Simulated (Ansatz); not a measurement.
Molecular dynamics of Li2O

Input file:

```yaml
accuracy: low
crystal:
  lattice:
    - [0.0, 4.61, 4.61]
    - [4.61, 0.0, 4.61]
    - [4.61, 4.61, 0.0]
  atoms:
    - { symbol: Li, position: [0.125, 0.125, 0.125] }
    - { symbol: Li, position: [0.375, 0.375, 0.375] }
    - { symbol: O, position: [0.0, 0.0, 0.0] }
    - { symbol: Li, position: [0.125, 0.125, 0.625] }
    - { symbol: Li, position: [0.375, 0.375, 0.875] }
    - { symbol: O, position: [0.0, 0.0, 0.5] }
    - { symbol: Li, position: [0.125, 0.625, 0.125] }
    - { symbol: Li, position: [0.375, 0.875, 0.375] }
    - { symbol: O, position: [0.0, 0.5, 0.0] }
    - { symbol: Li, position: [0.125, 0.625, 0.625] }
    - { symbol: Li, position: [0.375, 0.875, 0.875] }
    - { symbol: O, position: [0.0, 0.5, 0.5] }
    - { symbol: Li, position: [0.625, 0.125, 0.125] }
    - { symbol: Li, position: [0.875, 0.375, 0.375] }
    - { symbol: O, position: [0.5, 0.0, 0.0] }
    - { symbol: Li, position: [0.625, 0.125, 0.625] }
    - { symbol: Li, position: [0.875, 0.375, 0.875] }
    - { symbol: O, position: [0.5, 0.0, 0.5] }
    - { symbol: Li, position: [0.625, 0.625, 0.125] }
    - { symbol: Li, position: [0.875, 0.875, 0.375] }
    - { symbol: O, position: [0.5, 0.5, 0.0] }
    - { symbol: Li, position: [0.625, 0.625, 0.625] }
    - { symbol: Li, position: [0.875, 0.875, 0.875] }
    - { symbol: O, position: [0.5, 0.5, 0.5] }
basis:
  ecutwfc: 420.0
kpoints:
  mp_grid: { grid: [2, 2, 2] }
hamiltonian:
  xc: pbesol
scf:
  occupations: { method: fermi_dirac, width: 0.002 }
  lower_state_search: "off"
md:
  timestep: 1
  n_steps: 200
  ensemble: nvt_langevin
  temperature: 1920.0
  initial_velocities: maxwell_boltzmann
  seed: 325241
  friction: 0.05
```

Launched with:

```bash
$ ansatz run input.yaml --threads 1 --pin off --max-ram 3072MiB --backend cpu --events-out ev --progress --plain --runs-dir out
```

It starts from a structure without forces on its atoms.

Output, in part (step lines):

```
md step     0: t =     0.00 fs  T =  1840.0 K  F+E_penalty+E_count = -7759.00585834 eV  E_kin = 5.708122 eV  (7 SCF iters)
md step     1: t =     1.00 fs  T =  1903.3 K  F+E_penalty+E_count = -7758.96675437 eV  E_kin = 5.904541 eV  (7 SCF iters)
md step     2: t =     2.00 fs  T =  1812.2 K  F+E_penalty+E_count = -7758.85358703 eV  E_kin = 5.622031 eV  (7 SCF iters)
md step     3: t =     3.00 fs  T =  1542.6 K  F+E_penalty+E_count = -7758.67978230 eV  E_kin = 4.785504 eV  (7 SCF iters)
md step     4: t =     4.00 fs  T =  1517.9 K  F+E_penalty+E_count = -7758.46558413 eV  E_kin = 4.708823 eV  (7 SCF iters)
md step     5: t =     5.00 fs  T =  1734.3 K  F+E_penalty+E_count = -7758.21042987 eV  E_kin = 5.380277 eV  (5 SCF iters)
md step     6: t =     6.00 fs  T =  1502.1 K  F+E_penalty+E_count = -7757.93064348 eV  E_kin = 4.659914 eV  (5 SCF iters)
md step     7: t =     7.00 fs  T =  1268.5 K  F+E_penalty+E_count = -7757.66865276 eV  E_kin = 3.935345 eV  (5 SCF iters)
[... lines left out ...]
md step   200: t =   200.00 fs  T =  1875.3 K  F+E_penalty+E_count = -7750.92951243 eV  E_kin = 5.817627 eV  (7 SCF iters)
```

The steps, from the saved trajectory:

```
time (fs)  T (K)  potential energy less start (eV)
      0.0   1840                             0.000
      6.0   1502                             1.075
     12.0   1090                             2.248
     18.0   1287                             2.902
     24.0   1552                             3.451
     30.0   1907                             4.827
     36.0   1728                             6.330
     42.0   1597                             6.716
     48.0   1807                             6.758
     54.0   1283                             7.368
     60.0   1803                             6.335
     66.0   1840                             6.294
     72.0   1861                             6.936
     78.0   1551                             7.302
     84.0   1781                             5.776
     90.0   1998                             4.497
     96.0   1919                             4.950
    102.0   1538                             5.649
    108.0   1857                             5.372
    114.0   2306                             5.103
    120.0   1997                             5.097
    126.0   1498                             5.805
    132.0   1717                             5.727
    138.0   1602                             5.670
    144.0   2183                             5.899
    150.0   1755                             6.932
    156.0   1619                             7.925
    162.0   2006                             7.909
    168.0   1921                             7.109
    174.0   1713                             7.118
    180.0   1440                             7.927
    186.0   2117                             7.765
    192.0   1930                             7.206
    198.0   2091                             7.688
```

The run went to its last step. A run of 0.2 ps of so small a system gives no equilibrium averages. The smearing is very narrow for this mesh. Limits of this set-up: coarse k mesh, low accuracy level.

Mean squared displacements from the first frame to the last, about the centre of mass: Li 0.59 Å², O 0.11 Å².

Last frame:

```xyz
24
Lattice="0.0000 4.6100 4.6100 4.6100 0.0000 4.6100 4.6100 4.6100 0.0000" Properties=species:S:1:pos:R:3
Li 1.384 0.894 1.076
Li 2.838 2.598 2.733
O 0.312 -0.039 -0.254
Li 3.589 3.343 0.990
Li 6.789 4.474 3.962
O 2.811 2.191 0.167
Li 4.476 0.583 2.783
Li 5.698 3.136 5.584
O 2.697 -0.475 1.944
Li 5.704 3.047 3.270
Li 8.310 5.696 4.968
O 4.788 2.245 1.842
Li 0.682 1.773 3.743
Li 3.540 5.479 5.621
O 0.072 1.985 1.823
Li 3.919 5.385 2.957
Li 5.646 7.472 5.012
O 2.303 4.393 2.155
Li 3.792 3.429 5.686
Li 6.585 5.065 8.468
O 2.410 2.008 4.330
Li 6.167 5.755 5.786
Li 7.909 7.490 7.619
O 4.743 4.259 4.138
```

Time of the run: 15 min on 1 thread of Arm Neoverse V1 (shared host), peak memory 0.55 GiB.
